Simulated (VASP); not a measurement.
A run of VASP 6.6.1:

The input INCAR:

```
PREC     = Accurate       # precision mode
ENCUT    = 600            # plane-wave cutoff, eV
EDIFF    = 1E-6           # SCF threshold, eV
ISMEAR   = 0              # smearing method
SIGMA    = 0.02           # smearing width, eV
LREAL    = F              # projectors in reciprocal space
LASPH    = T              # aspherical terms in the spheres
NELM     = 120            # most SCF steps
ALGO     = Fast           # electronic algorithm
ISIF     = 3              # what is computed and relaxed
LWAVE    = F              # write WAVECAR
LCHARG   = F              # write CHGCAR
GGA      = PE             # functional
IVDW     = 12             # dispersion correction
IBRION   = 2              # ionic algorithm
NSW      = 80             # ionic steps
EDIFFG   = -0.005         # ionic threshold
KPAR     = 4
```

File KPOINTS:

```
regular mesh
0
Gamma
  10 10 3
```

The input POSCAR:

```
MoSe2                                   
1.0
    3.2784556598      0.0000000000      0.0000000000
   -1.6392278299      2.8392258566      0.0000000000
   -0.0000000000      0.0000000000     12.7295169218
  Mo              Se            
     2     4
Direct
     0.6666666699999979    0.3333333300000021    0.7500000000000000
     0.3333333300000021    0.6666666699999979    0.2500000000000000
     0.3333333300000021    0.6666666699999979    0.8816382259161544
     0.6666666699999979    0.3333333300000021    0.3816382259161545
     0.3333333300000021    0.6666666699999979    0.6183617740838456
     0.6666666699999979    0.3333333300000021    0.1183617740838454
```

Potentials or basis: VASP PAW PBE potentials, release 64 (Mo_sv, Se).

The run is started by

```bash
$ cat potpaw_PBE.64/Mo_sv/POTCAR potpaw_PBE.64/Se/POTCAR > POTCAR
$ mpirun -np 4 vasp_std > vasp.out
```

Hardware: 4 MPI ranks on Intel(R) Xeon(R) Platinum 8259CL CPU @ 2.50GHz (Skylake/Cascade Lake), with other jobs on the host.

**Question.** How long does it take, and how much memory?

**Answer.** It took 66 s on 4 MPI ranks on Intel(R) Xeon(R) Platinum 8259CL CPU @ 2.50GHz (Skylake/Cascade Lake), with other jobs on the host, peak memory 0.34 GiB a rank. Counts: scf iterations 16, k points 28, ion steps 1.
